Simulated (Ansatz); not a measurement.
# AlP (F-43m): thermal expansion from first principles

Aim: the lattice, expansion, heat capacity and bulk modulus of AlP as it warms.

What experiment has found for this phase:
- heat capacity C_P per formula unit 42 J/mol/K and bulk modulus 86 GPa near room temperature (given in “High-Throughput Prediction of Finite-Temperature Properties using the Quasi-Harmonic Approximation”, 2016, arXiv:1603.06924)

Method: DFT LDA, scalar-relativistic, plane waves, PAW, in Ansatz 0.2.0.

This is a report of a sequence of runs, with most program output left out.

The database entry behind the starting cell differs from later determinations by our own check (0.1 to 0.3 % short, probably kX units), so it need not match the best structure at ambient conditions.

## (1) The starting structure

The structure is cubic, space group F-43m (No. 216). Conventional cell: a = 5.451 Å, b = 5.451 Å, c = 5.451 Å, α = 90.00°, β = 90.00°, γ = 90.00°. Nearest to Al lie 4 P at 2.36 Å. Nearest to P lie 4 Al at 2.36 Å. Farther neighbours are not listed.

## (2) Probe on a coarse mesh

Before spending time, one coarse run tells the gap and the pressure of the starting cell.

input.yaml reads:

```yaml
crystal:
  lattice:
    - [0.0, 2.7255, 2.7255]
    - [2.7255, 0.0, 2.7255]
    - [2.7255, 2.7255, 0.0]
  atoms:
    - { symbol: Al, position: [0.0, 0.0, 0.0] }
    - { symbol: P, position: [0.25, 0.25, 0.25] }
kpoints:
  mp_grid: { grid: [6, 6, 6] }
hamiltonian:
  xc: lda
scf:
  occupations: { method: gaussian, width: 0.1 }
output:
  forces: true
  stress: true
  eigenvalues: true
```

On the command line:

```sh
ansatz run input.yaml --threads 4 --pin off --max-ram 16384MiB --backend cpu --events-out ev --progress --plain --runs-dir out
```

Run time: 0.51 s. Hardware: 4 threads of Arm Neoverse N1, shared host; peak memory 0.26 GiB; 1.4 s of CPU time.

This step gave:

- pressure: -0.7946 GPa
- gap on the k-mesh: 1.433 eV
- volume per atom: 20.25 Å³

The start is under -0.79 GPa at this level and looks like an insulator or semiconductor on this mesh.

## (3) Relaxation

Phonons are second derivatives about a minimum, so cell and atoms are relaxed first, inside the symmetry of the start.

input.yaml, the sections that differ from step 2:

```yaml
kpoints:
  mp_grid: { grid: [8, 8, 8] }
scf:
  occupations: { method: gaussian, width: 0.02 }
output:
  forces: true
  stress: true
  eigenvalues: true
  write_density: true
  write_potential: true
  elf: true
  volumetric_format: npy
relax:
  adjacent_minimum: "off"
  f_tol: 0.005
  max_steps: 80
  cell: { stress_tol: 0.05 }
# crystal, hamiltonian: as in step 2
```

Elapsed: 2.8 s, on 4 threads; peak memory 0.3 GiB; 9.4 s of CPU time.

The steps of the relaxation:

```csv
step,energy less that of the first step (eV),largest force component (eV/Å),pressure (GPa),volume (Å³)
1,0.0000,0.0000,-0.83,40.49
2,-0.0010,0.0000,-0.22,40.21
3,-0.0011,0.0000,0.00,40.11
4*,-0.0010,0.0000,0.00,40.11
```

Relaxation steps marked * repeat the geometry before them on a plane-wave basis chosen anew for their cell, so energy and pressure can jump there.

The run keeps the 24 symmetry operations that it works with, so distortions that break them were not tested.

```csv
"conventional cell, symmetrised",before,after,change
a (Å),5.451,5.434,-0.3 %
b (Å),5.451,5.434,-0.3 %
c (Å),5.451,5.434,-0.3 %
volume (Å³/atom),20.25,20.06,-0.9 %
```

Final coordinates:

```xyz
2
Lattice="0.0000 2.7170 2.7170 2.7170 0.0000 2.7170 2.7170 2.7170 0.0000" Properties=species:S:1:pos:R:3 pbc="T T T"
Al    0.0000    0.0000    0.0000
P     1.3585    1.3585    1.3585
```

Numbers from this step:

```yaml
pressure: -0.001025 GPa
gap_on_the_k_mesh: 1.419 eV
volume_per_atom: 20.06 Å³
```

ELF in the ac plane of a cell with a along [110], b along [-110] and c along [001] of the cube at fractional y = 0.000, with atoms of Al and P within 0.2 Å of it. It is the smooth field of the valence electrons, not physical close to the nuclei.

Ten even steps from '_' (0.02) to '@' (0.93), each cell a mean:
```
__--%%@@%%%%%%@@%%::____**@@@@%%%%@@@@**__
::##@@@@%%##%%@@@@##::==@@@@@@####@@@@@@==
==##@@@@==..++@@@@##==++@@@@##::::##@@@@++
::++%%##..__::##%%++::==##%%==____++%%##--
..--**##++--++##**--....++##**====**##==..
__..==**%%%%##**==..____::++##%%%%##++::__
____..==**##**==..________--++####++--____
______..::--::..____________::----::______
__________________________________________
....______________......________________..
--::..__________..::--::::..________..::::
--::::..______..::------::..________..::--
__..::::::..::::::..____..::::....::::..__
..__==**++++++**--__..__::++**++++**++..__
```
Columns run along a (7.7 Å), rows up along c (5.4 Å), edges of the conventional cell, whose origin can differ from the input's. Atoms in or near the plane, at fractional coordinates: Al at (0.50, 0.00), Al at (0.00, 0.00), P at (0.75, 0.75), P at (0.25, 0.75).

Electrostatic potential energy in the ac plane of a cell with a along [110], b along [-110] and c along [001] of the cube at fractional y = 0.000, with atoms of Al and P within 0.2 Å of it. With pseudopotentials it is smooth inside the atoms' cores, unlike the true potential.

Ten even steps from '_' (-56 eV) to '@' (10 eV), each cell a mean:
```
%%**##%%%%%%%%%%##**%%##**%%@@%%%%@@%%**##
**##%%%%++==**%%%%##****##%%##====##%%##**
%%%%%%**..__..**%%%%%%%%%%##--____--%%%%%%
@@@@%%++______++%%@@@@@@@@##::____::##@@@@
@@@@@@##::..--##@@@@@@@@@@%%++....++%%@@@@
@@@@@@@@######@@@@@@@@@@@@@@%%####%%@@@@@@
@@@@@@@@@@@@@@@@@@@@@@@@@@@@@@@@@@@@@@@@@@
@@@@@@@@@@@@@@@@@@@@@@@@@@@@@@@@@@@@@@@@@@
@@@@@@@@@@@@@@@@@@@@@@@@@@@@@@@@@@@@@@@@@@
@@@@@@@@@@@@@@@@@@@@@@@@@@@@@@@@@@@@@@@@@@
@@@@@@@@@@@@@@@@@@@@@@@@@@@@@@@@@@@@@@@@@@
##%%@@@@@@@@@@@@%%%%####%%@@@@@@@@@@@@%%##
##**##@@@@@@@@@@##**##**##%%@@@@@@@@%%##**
%%####%%@@@@@@%%####%%%%**%%@@@@@@@@%%**%%
```
Columns run along a (7.7 Å; values clipped at the 3rd and 97th percentile), rows up along c (5.4 Å), edges of the conventional cell, whose origin can differ from the input's. Atoms in or near the plane, at fractional coordinates: Al at (0.50, 0.00), Al at (0.00, 0.00), P at (0.75, 0.75), P at (0.25, 0.75).

Valence density in the ac plane of a cell with a along [110], b along [-110] and c along [001] of the cube at fractional y = 0.000, with atoms of Al and P within 0.2 Å of it. It is the smooth field of the valence electrons, not physical close to the nuclei.

Values in e/Å³, 8 rows by 16 columns, each cell a mean:
```
0.12 0.29 0.45 0.51 0.51 0.48 0.36 0.15 0.12 0.29 0.45 0.51 0.51 0.48 0.36 0.15
0.18 0.34 0.68 0.52 0.37 0.72 0.45 0.21 0.18 0.34 0.68 0.52 0.37 0.72 0.45 0.21
0.08 0.18 0.46 0.52 0.47 0.54 0.26 0.09 0.08 0.18 0.46 0.52 0.47 0.54 0.26 0.09
0.03 0.06 0.17 0.32 0.36 0.22 0.09 0.04 0.03 0.06 0.17 0.32 0.36 0.22 0.09 0.04
0.03 0.04 0.05 0.07 0.07 0.06 0.04 0.03 0.03 0.04 0.05 0.07 0.07 0.06 0.04 0.03
0.08 0.06 0.04 0.03 0.03 0.03 0.05 0.08 0.08 0.06 0.04 0.03 0.03 0.03 0.05 0.08
0.16 0.12 0.07 0.04 0.03 0.05 0.10 0.15 0.16 0.12 0.07 0.04 0.03 0.05 0.10 0.15
0.08 0.13 0.16 0.12 0.12 0.14 0.16 0.09 0.08 0.13 0.16 0.12 0.12 0.14 0.16 0.09
```
Columns run along a (7.7 Å), rows up along c (5.4 Å), edges of the conventional cell, whose origin can differ from the input's. Atoms in or near the plane, at fractional coordinates: Al at (0.50, 0.00), Al at (0.00, 0.00), P at (0.75, 0.75), P at (0.25, 0.75).

The relaxation ends with a pressure of 0.00 GPa.

## (4) Tight relaxation

The relaxation is repeated with tighter thresholds on force and stress, since phonons are sensitive to what is left; a change of mesh or smearing in the input moves the cell too.

input.yaml reads:

```yaml
crystal:
  lattice:
    - [0.0, 2.7169780655, 2.7169780655]
    - [2.7169780655, 0.0, 2.7169780655]
    - [2.7169780655, 2.7169780655, 0.0]
  atoms:
    - { symbol: Al, position: [0.0, 0.0, 0.0] }
    - { symbol: P, position: [0.25, 0.25, 0.25] }
kpoints:
  mp_grid: { grid: [8, 8, 8] }
hamiltonian:
  xc: lda
scf:
  occupations: { method: fixed }
output:
  forces: true
  stress: true
  eigenvalues: true
relax:
  adjacent_minimum: "off"
  f_tol: 0.001
  max_steps: 60
  cell: { stress_tol: 0.01 }
```

Elapsed: 1.4 s, on 4 threads; peak memory 0.29 GiB.

Little changed from the start: no atom moved by 0.005 Å and no cell edge by 0.1 %.

This step gave:

```yaml
pressure: -0.001030 GPa
```

The residual pressure is -0.0010 GPa, small enough for phonons.

## (5) The quasi-harmonic study, cutoff 487.2 eV, k-mesh 8×8×8

The study relaxes the crystal at several strains, solves the phonons on some of them and minimises the free energy at each temperature (static energy, vibrations, the electrons in a metal, and PV under a set pressure); the q-mesh sets how far the force constants reach.

input.yaml, the sections that differ from step 4:

```yaml
output:
  eigenvalues: true
phonons:
  method: dfpt
  qmesh: [2, 2, 2]
  temperatures: { t_max: 800.0, t_step: 50 }
  thermal_expansion: {}
# crystal, kpoints, hamiltonian, scf: as in step 4
# relax: removed
```

Wall time 82 s (4 threads); peak memory 0.53 GiB.

This step gave:

| Item | Value |
| --- | --- |
| pressure | -0.006007 GPa |
| gap on the k-mesh | 1.420 eV |
| volume expansion coefficient at 298 K | 6.045 1e-6/K |
| C_P at 298 K | 20.51 J/mol-atom/K |
| entropy at 298 K | 21.50 J/mol-atom/K |
| isothermal bulk modulus at 298 K | 86.59 GPa |
| Grüneisen parameter at 298 K | 0.3099 |
| volume at 298 K | 20.15 Å³/atom |
| principal linear expansion coefficients at 298 K | 2.015, 2.015, 2.015 1e-6/K |

Strained cells of the study; zero-point energy where phonons were solved; the pressures are stresses at a fixed cutoff and can carry an offset from the finite basis. Expansion cells, by row:

```csv
cell,|a| (Å),|b| (Å),|c| (Å),V (Å³/atom),E - E_lowest (meV/atom),"pressure, compression positive (GPa)",gap (eV),zero-point energy (meV/atom)
1,3.842,3.842,3.842,20.06,0,-0.014,1.42,-
2,3.873,3.873,3.873,20.54,3.184,-2.063,1.465,-
3,3.812,3.812,3.812,19.58,3.258,2.247,1.372,-
4,3.843,3.843,3.843,20.06,0,-0.027,1.42,56.39
5,3.862,3.862,3.862,20.36,1.283,-1.332,1.448,55.6
6,3.852,3.852,3.852,20.2,0.291,-0.646,1.433,56.02
7,3.869,3.869,3.869,20.48,2.485,-1.832,1.46,55.28
8,3.804,3.804,3.804,19.47,5.087,2.837,1.36,-
9,3.823,3.823,3.823,19.76,1.241,1.362,1.391,-
10,3.883,3.883,3.883,20.7,5.513,-2.676,1.479,-
```

Quasi-harmonic; a, b, c are the run's own cell vectors. Expansion, by row:

```csv
T (K),a (Å),b (Å),c (Å),alpha (deg),beta (deg),gamma (deg),cell volume (Å³/cell),alpha_a (1e-6/K),alpha_b (1e-6/K),alpha_c (1e-6/K),alpha_V (1e-6/K),C_P (J/mol-atom/K),C_V (J/mol-atom/K),S (J/mol-atom/K),B_T (GPa),B_S (GPa),Grueneisen,extrapolation,fit error (1e-6/K)
0,3.848,3.848,3.848,60,60,60,40.3,0,0,0,0,0,0,0,88.6,88.6,-,0,0
50,3.848,3.848,3.848,60,60,60,40.3,-1.15,-1.15,-1.15,-3.45,3.261,3.26,1.394,88.55,88.56,-1.138,0,0
100,3.848,3.848,3.848,60,60,60,40.29,-1.44,-1.44,-1.44,-4.31,8.533,8.531,5.292,88.34,88.36,-0.541,0,0
150,3.848,3.848,3.848,60,60,60,40.28,-0.37,-0.37,-0.37,-1.1,13.28,13.28,9.684,87.99,87.99,-0.088,0,0
200,3.848,3.848,3.848,60,60,60,40.29,0.7,0.7,0.7,2.1,16.74,16.74,14.01,87.56,87.56,0.133,0,0
250,3.848,3.848,3.848,60,60,60,40.29,1.48,1.48,1.48,4.45,19.04,19.03,18.01,87.08,87.1,0.247,0,0
298.1,3.848,3.848,3.848,60,60,60,40.3,2.02,2.02,2.02,6.05,20.51,20.5,21.5,86.59,86.64,0.31,0,0.01
300,3.848,3.848,3.848,60,60,60,40.3,2.03,2.03,2.03,6.1,20.56,20.55,21.63,86.57,86.62,0.312,0,0.01
350,3.849,3.849,3.849,60,60,60,40.32,2.42,2.42,2.42,7.27,21.59,21.57,24.88,86.06,86.14,0.352,0,0.01
400,3.849,3.849,3.849,60,60,60,40.33,2.71,2.71,2.71,8.14,22.32,22.29,27.81,85.54,85.64,0.379,0,0.01
450,3.85,3.85,3.85,60,60,60,40.35,2.93,2.93,2.93,8.8,22.84,22.8,30.47,85.01,85.15,0.398,0,0.01
500,3.85,3.85,3.85,60,60,60,40.37,3.11,3.11,3.11,9.32,23.23,23.19,32.9,84.48,84.65,0.413,0,0.01
550,3.851,3.851,3.851,60,60,60,40.39,3.25,3.25,3.25,9.75,23.53,23.48,35.13,83.96,84.15,0.424,0,0.01
600,3.852,3.852,3.852,60,60,60,40.41,3.37,3.37,3.37,10.11,23.76,23.7,37.18,83.43,83.65,0.433,0,0.01
650,3.852,3.852,3.852,60,60,60,40.43,3.48,3.48,3.48,10.43,23.95,23.88,39.09,82.9,83.15,0.441,0,0.02
700,3.853,3.853,3.853,60,60,60,40.45,3.57,3.57,3.57,10.7,24.1,24.02,40.88,82.38,82.65,0.447,0,0.02
750,3.854,3.854,3.854,60,60,60,40.47,3.65,3.65,3.65,10.95,24.23,24.14,42.54,81.85,82.16,0.453,0,0.02
800,3.854,3.854,3.854,60,60,60,40.49,3.73,3.73,3.73,11.18,24.33,24.23,44.11,81.33,81.66,0.458,0,0.01
```

Expansion coefficient against temperature; values in 1e-6/K:

```csv
temperature (K),volume,principal 1
0,0,0
50,-3.45,-1.15
100,-4.31,-1.44
150,-1.1,-0.37
200,2.1,0.7
250,4.45,1.48
298,6.05,2.02
300,6.1,2.03
350,7.27,2.42
400,8.14,2.71
450,8.8,2.93
500,9.32,3.11
550,9.75,3.25
600,10.1,3.37
650,10.4,3.48
700,10.7,3.57
750,10.9,3.65
800,11.2,3.73
```

At 298 K the volume expansion is 6.05 × 10⁻⁶/K and B_T is 86.6 GPa. The log warns that this q-mesh is too narrow, so the figure can be far off. The program raised the cutoff to 487.2 eV by itself: with no cutoff typed, the study takes about 1.16 times the default for its relaxations and scales it with the volume for the phonons.

## (6) Phonons on strained cells, k-mesh 4×4×4, q-mesh 4×4×4

Thermal expansion follows from how the free energy of the vibrations (and of the electrons in a metal) changes with strain, so the program makes strained cells, their phonons and a fit in one run.

input.yaml: that of step 5 with these lines changed.

```diff
@@ -9,3 +9,3 @@
 kpoints:
-  mp_grid: { grid: [8, 8, 8] }
+  mp_grid: { grid: [4, 4, 4] }
 hamiltonian:
@@ -18,3 +18,3 @@
   method: dfpt
-  qmesh: [2, 2, 2]
+  qmesh: [4, 4, 4]
   temperatures: { t_max: 800.0, t_step: 50 }
```

Run time: 86 s. Hardware: 4 threads; peak memory 0.47 GiB; 4.8 min of CPU time.

A gap read on the k-mesh alone can miss the band edges.

Numbers from this step:

* pressure: 0.4154 GPa
* gap on the k-mesh: 1.384 eV
* volume expansion coefficient at 298 K: 9.524 1e-6/K
* C_P at 298 K: 20.61 J/mol-atom/K
* entropy at 298 K: 21.05 J/mol-atom/K
* isothermal bulk modulus at 298 K: 86.92 GPa
* Grüneisen parameter at 298 K: 0.4908
* volume at 298 K: 20.27 Å³/atom
* principal linear expansion coefficients at 298 K: 3.175, 3.175, 3.175 1e-6/K

Strained cells of the study; zero-point energy where phonons were solved; the pressures are stresses at a fixed cutoff and can carry an offset from the finite basis. Expansion cells, by row:

```csv
cell,|a| (Å),|b| (Å),|c| (Å),V (Å³/atom),E - E_lowest (meV/atom),"pressure, compression positive (GPa)",gap (eV),zero-point energy (meV/atom)
1,3.842,3.842,3.842,20.06,0.118,0.407,1.384,-
2,3.873,3.873,3.873,20.54,2.089,-1.683,1.43,-
3,3.812,3.812,3.812,19.58,4.682,2.711,1.337,-
4,3.848,3.848,3.848,20.15,0,-0.024,1.394,56.21
5,3.868,3.868,3.868,20.46,1.279,-1.33,1.422,55.38
6,3.857,3.857,3.857,20.29,0.287,-0.643,1.407,55.82
7,3.875,3.875,3.875,20.58,2.485,-1.83,1.433,55.05
8,3.81,3.81,3.81,19.56,5.117,2.841,1.334,-
9,3.829,3.829,3.829,19.85,1.249,1.365,1.364,-
10,3.889,3.889,3.889,20.8,5.53,-2.675,1.452,-
```

Quasi-harmonic; a, b, c are the run's own cell vectors. Expansion, by row:

```csv
T (K),a (Å),b (Å),c (Å),alpha (deg),beta (deg),gamma (deg),cell volume (Å³/cell),alpha_a (1e-6/K),alpha_b (1e-6/K),alpha_c (1e-6/K),alpha_V (1e-6/K),C_P (J/mol-atom/K),C_V (J/mol-atom/K),S (J/mol-atom/K),B_T (GPa),B_S (GPa),Grueneisen,extrapolation,fit error (1e-6/K)
0,3.855,3.855,3.855,60,60,60,40.5,0,0,0,0,0,0,0,88.66,88.66,-,0,0
50,3.855,3.855,3.855,60,60,60,40.49,-0.58,-0.58,-0.58,-1.73,2.852,2.852,1.076,88.63,88.64,-0.657,0,0
100,3.854,3.854,3.854,60,60,60,40.49,-0.49,-0.49,-0.49,-1.47,8.427,8.427,4.778,88.48,88.48,-0.188,0,0
150,3.854,3.854,3.854,60,60,60,40.49,0.72,0.72,0.72,2.16,13.34,13.34,9.165,88.18,88.19,0.174,0,0
200,3.855,3.855,3.855,60,60,60,40.5,1.84,1.84,1.84,5.51,16.85,16.84,13.52,87.8,87.83,0.35,0,0
250,3.855,3.855,3.855,60,60,60,40.51,2.64,2.64,2.64,7.91,19.14,19.13,17.54,87.36,87.44,0.441,0,0.01
298.1,3.856,3.856,3.856,60,60,60,40.53,3.17,3.17,3.17,9.52,20.61,20.58,21.05,86.93,87.05,0.491,0,0.01
300,3.856,3.856,3.856,60,60,60,40.53,3.19,3.19,3.19,9.58,20.66,20.63,21.18,86.91,87.03,0.492,0,0.01
350,3.856,3.856,3.856,60,60,60,40.55,3.59,3.59,3.59,10.76,21.68,21.64,24.44,86.44,86.61,0.525,0,0.01
400,3.857,3.857,3.857,60,60,60,40.57,3.88,3.88,3.88,11.63,22.4,22.34,27.39,85.96,86.18,0.547,0,0.01
450,3.858,3.858,3.858,60,60,60,40.6,4.1,4.1,4.1,12.3,22.92,22.85,30.06,85.48,85.75,0.562,0,0.01
500,3.859,3.859,3.859,60,60,60,40.62,4.28,4.28,4.28,12.83,23.31,23.23,32.49,85,85.31,0.574,0,0.01
550,3.859,3.859,3.859,60,60,60,40.65,4.42,4.42,4.42,13.26,23.61,23.51,34.73,84.52,84.88,0.584,0,0.01
600,3.86,3.86,3.86,60,60,60,40.68,4.54,4.54,4.54,13.63,23.85,23.73,36.79,84.03,84.44,0.591,0,0.01
650,3.861,3.861,3.861,60,60,60,40.71,4.65,4.65,4.65,13.95,24.04,23.91,38.71,83.55,84,0.598,0,0.01
700,3.862,3.862,3.862,60,60,60,40.73,4.75,4.75,4.75,14.24,24.19,24.05,40.5,83.06,83.56,0.603,0,0.01
750,3.863,3.863,3.863,60,60,60,40.76,4.83,4.83,4.83,14.49,24.32,24.16,42.17,82.58,83.12,0.608,0,0.01
800,3.864,3.864,3.864,60,60,60,40.79,4.91,4.91,4.91,14.73,24.43,24.25,43.74,82.09,82.69,0.612,0,0.01
```

Table of expansion coefficient by temperature; values in 1e-6/K:

```csv
temperature (K),volume,principal 1
0,0,0
50,-1.73,-0.58
100,-1.47,-0.49
150,2.16,0.72
200,5.51,1.84
250,7.91,2.64
298,9.52,3.17
300,9.58,3.19
350,10.8,3.59
400,11.6,3.88
450,12.3,4.1
500,12.8,4.28
550,13.3,4.42
600,13.6,4.54
650,13.9,4.65
700,14.2,4.75
750,14.5,4.83
800,14.7,4.91
```

Changing the q-mesh (2×2×2 → 4×4×4) and the k-mesh (8×8×8 → 4×4×4) takes the volume expansion at 298 K from 6.05 to 9.52 × 10⁻⁶/K and B_T from 86.6 to 86.9 GPa.

## (7) Relaxing at another setting

The functional, the potentials or the cutoff change, so the crystal is relaxed again at the new setting.

input.yaml, the sections that differ from step 6:

```yaml
kpoints:
  mp_grid: { grid: [8, 8, 8] }
output:
  forces: true
  stress: true
  eigenvalues: true
basis:
  ecutwfc: 320.0
relax:
  adjacent_minimum: "off"
  f_tol: 0.001
  max_steps: 60
  cell: { stress_tol: 0.01 }
# crystal, hamiltonian, scf: as in step 6
# phonons: removed
```

A lower cutoff is cheaper; the question is how far the property drifts.

Elapsed: 1.9 s, on 4 threads; peak memory 0.28 GiB.

Little changed from the start: no atom moved by 0.005 Å and no cell edge by 0.1 %.

This step gave:

```
pressure          : 0.004653 GPa
gap on the k-mesh : 1.425 eV
volume per atom   : 20.08 Å³
```

The residual pressure is 0.0047 GPa, small enough for phonons.

[end of part 1 of 2]

[Logs are printed without paths, hosts, clocks, repeated set-up lines and the standing remarks that a program may print on its own settings, such as how far it seeks lower states.]

[Hosts, paths, dates, database ids (printed as entryN), source tags and the programs' standing remarks are cut or masked in the printed files.]

[A step with changed settings may run another functional than the one named; its input shows which.]
